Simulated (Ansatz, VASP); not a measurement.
# Ir: VASP beside Ansatz

The input INCAR:

```
  PREC = Accurate
  ENCUT = 520
  EDIFF = 1E-7
  ISMEAR = 0
  SIGMA = 0.1
  LREAL = False
  LASPH = True
  NELM = 100
  ALGO = Normal
  ISIF = 2
  LWAVE = False
  LCHARG = False
  LDIPOL = True
  IDIPOL = 3
  DIPOL = 0.5 0.5 0.305
  GGA = PE
  NBANDS = 20
```

The input KPOINTS:

```
Automatic mesh
0
Gamma
  10 10 1
```

File POSCAR:

```
Ir
1.0
    2.7367600872      0.0000000000      0.0000000000
    0.0000000000      2.7367600872      0.0000000000
    0.0000000000      0.0000000000     19.1883372239
Ir
3
Direct
    0.5000000000      0.5000000000      0.2084599595
    0.0000000000      0.0000000000      0.3045662586
    0.5000000000      0.5000000000      0.4006776165
```

Input for Ansatz:

```yaml
crystal:
  lattice:
    - [2.7367600872, 0.0, 0.0]
    - [0.0, 2.7367600872, 0.0]
    - [0.0, 0.0, 19.1883373414]
  atoms:
    - { symbol: Ir, position: [0.5, 0.5, 0.2084599582] }
    - { symbol: Ir, position: [0.0, 0.0, 0.3045662606] }
    - { symbol: Ir, position: [0.5, 0.5, 0.4006776202] }
basis:
  ecutwfc: 420
kpoints:
  mp_grid: { grid: [10, 10, 1] }
hamiltonian:
  xc: pbe
  pseudopotentials: { kind: paw, azcp: { folder: soft_1 } }
scf:
  occupations: { method: gaussian, width: 0.1 }
output:
  forces: true
  eigenvalues: true
  write_density: true
  write_potential: true
  elf: true
  volumetric_format: npy
efield:
  axis: 3
  dipole_correction: true
  ramp_width: 0.04
```

Alike in both runs: task single point; functional PBE; k mesh 10 × 10 × 1; occupations gaussian, width 0.1 eV; no spin polarisation.

|  | VASP | Ansatz |
| --- | --- | --- |
| version | VASP 6.6.1 | Ansatz 0.2.0 |
| potentials or method | VASP PAW PBE potentials, release 64 (Ir) | scalar-relativistic, plane waves, PAW |
| plane-wave cutoff (eV) | 520 | 420 |
| valence electrons in the cell | 27 | 51 |

VASP gave:

* gap on the k mesh at the Fermi level (eV): none
* rms of the force components (eV/Å): 0.023

Task: Estimate Ansatz's values.

Result: gap on the k mesh at the Fermi level (eV): none; rms of the force components (eV/Å): 0.000.

Atom by atom the forces differ by 0.023 eV/Å (rms over components). A gap of «none» marks a metal or a gap that the smearing closes. The two sets of potentials don't hold the same shells in valence. Ansatz warned: «xc_potential_rough_in_thin_density».

Spin-orbit coupling is left out, which matters for the levels of Ir.
